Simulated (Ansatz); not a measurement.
Molecular dynamics on a 2×2×1 supercell (12 atoms) of SnS2 (CdI2 type), relaxed with r2SCAN+rVV10. Forces come from r2SCAN in Ansatz: Langevin thermostat and barostat (NPT), 800 K, steps of 1 fs. Computed, non-magnetic; the trajectory is short and the cell small, so nothing here is a converged average.

```yaml
crystal:
  lattice:
    - [7.3215096159, -1.0e-10, 0.0]
    - [-3.6607548079, 6.3406133214, 0.0]
    - [0.0, 0.0, 5.9617808818]
  atoms:
    - { symbol: Sn, position: [0.0, 0.0, 0.0] }
    - { symbol: S, position: [0.1666666667, 0.3333333333, 0.2455905346] }
    - { symbol: S, position: [0.3333333333, 0.1666666667, 0.7544094654] }
    - { symbol: Sn, position: [0.0, 0.5, 0.0] }
    - { symbol: S, position: [0.1666666667, 0.8333333333, 0.2455905346] }
    - { symbol: S, position: [0.3333333333, 0.6666666667, 0.7544094654] }
    - { symbol: Sn, position: [0.5, 0.0, 0.0] }
    - { symbol: S, position: [0.6666666667, 0.3333333333, 0.2455905346] }
    - { symbol: S, position: [0.8333333333, 0.1666666667, 0.7544094654] }
    - { symbol: Sn, position: [0.5, 0.5, 0.0] }
    - { symbol: S, position: [0.6666666667, 0.8333333333, 0.2455905346] }
    - { symbol: S, position: [0.8333333333, 0.6666666667, 0.7544094654] }
kpoints:
  mp_grid: { grid: [3, 3, 2] }
hamiltonian:
  xc: r2scan
scf:
  occupations: { method: fermi_dirac, width: 0.069 }
md:
  ensemble: npt_langevin
  temperature: 800
  timestep: 1.0
  n_steps: 30
  initial_velocities: maxwell_boltzmann
  seed: 9672
```

Run as `ansatz run input.yaml --threads 4 --pin off --max-ram 3686MiB --backend cpu --events-out ev --progress --plain --runs-dir out`. It took 4.6 min on 4 threads of Arm Neoverse V2 (shared host); peak host memory 1.4 GiB.

```
step  t (fs)  T (K)  free energy F from step 0 (meV/atom)  kinetic energy (meV/atom)  pressure (GPa)  volume (Å³/atom)  largest force (eV/Å)
   0       0    733                                   0.0                       94.8            1.32             23.06                  0.03
   1       1    717                                   0.2                       92.6            1.34             23.06                  0.11
   2       2    705                                   0.6                       91.1            1.35             23.06                  0.20
   3       3    691                                   1.4                       89.3            1.37             23.07                  0.29
   4       4    692                                   2.4                       89.5            1.40             23.07                  0.40
   5       5    662                                   3.8                       85.6            1.42             23.08                  0.50
   6       6    660                                   5.4                       85.3            1.48             23.08                  0.60
   7       7    628                                   7.3                       81.2            1.52             23.09                  0.71
   8       8    639                                   9.4                       82.6            1.56             23.11                  0.81
   9       9    677                                  11.7                       87.5            1.60             23.13                  0.91
  10      10    721                                  14.2                       93.3            1.67             23.15                  1.00
  11      11    642                                  16.8                       82.9            1.67             23.17                  1.09
  12      12    598                                  19.4                       77.3            1.64             23.20                  1.17
  13      13    555                                  22.0                       71.7            1.57             23.24                  1.25
  14      14    565                                  24.6                       73.0            1.52             23.28                  1.31
  15      15    541                                  27.3                       69.9            1.44             23.33                  1.37
  16      16    504                                  30.0                       65.2            1.37             23.38                  1.42
  17      17    505                                  32.9                       65.3            1.32             23.42                  1.48
  18      18    480                                  35.8                       62.1            1.24             23.47                  1.53
  19      19    496                                  38.7                       64.1            1.17             23.52                  1.58
  20      20    464                                  41.4                       60.0            1.08             23.57                  1.61
  21      21    443                                  44.0                       57.2            0.98             23.62                  1.64
  22      22    442                                  46.8                       57.1            0.88             23.67                  1.67
  23      23    452                                  49.5                       58.4            0.80             23.73                  1.71
  24      24    499                                  52.4                       64.4            0.75             23.79                  1.76
  25      25    496                                  55.3                       64.1            0.68             23.84                  1.79
  26      26    458                                  58.0                       59.3            0.60             23.89                  1.83
  27      27    433                                  60.4                       56.0            0.53             23.94                  1.85
  28      28    405                                  62.8                       52.3            0.44             23.99                  1.88
  29      29    420                                  65.0                       54.2            0.36             24.05                  1.89
  30      30    431                                  67.0                       55.7            0.25             24.11                  1.88
```

The temperature starts at 733 K, is lowest at step 28 (405 K, 28 fs) and ends at 431 K. The thermostat hasn't had time to restore it. The atoms start on their lattice sites with kinetic energy alone, so much of it first passes into potential energy.

Positions (Å) and forces (eV/Å) at step 30:
```
cell (Å): 7.431 0.000 0.000; -3.715 6.435 0.000; 0.000 0.000 6.051
Sn   0.003  -0.057   0.014    -0.673   0.605  -0.394
S    0.106   1.981   1.508     0.039   0.733  -0.597
S    1.797   1.234   4.509     0.182  -1.233   0.390
Sn  -1.768   3.245   0.029     0.528  -1.246  -1.016
S   -1.809   5.232   1.492    -0.324   0.833   0.433
S    0.076   4.450   4.681    -0.552  -0.876  -0.896
Sn   3.631  -0.031   0.106     1.038   1.099  -0.462
S    3.880   2.182   1.304    -1.367  -0.151   1.281
S    5.510   1.029   4.605     0.535   0.180   0.314
Sn   1.875   3.205  -0.112     0.290   0.411   1.174
S    1.827   5.375   1.457     0.365  -0.562   0.030
S    3.821   4.305   4.620    -0.061   0.209  -0.258
```
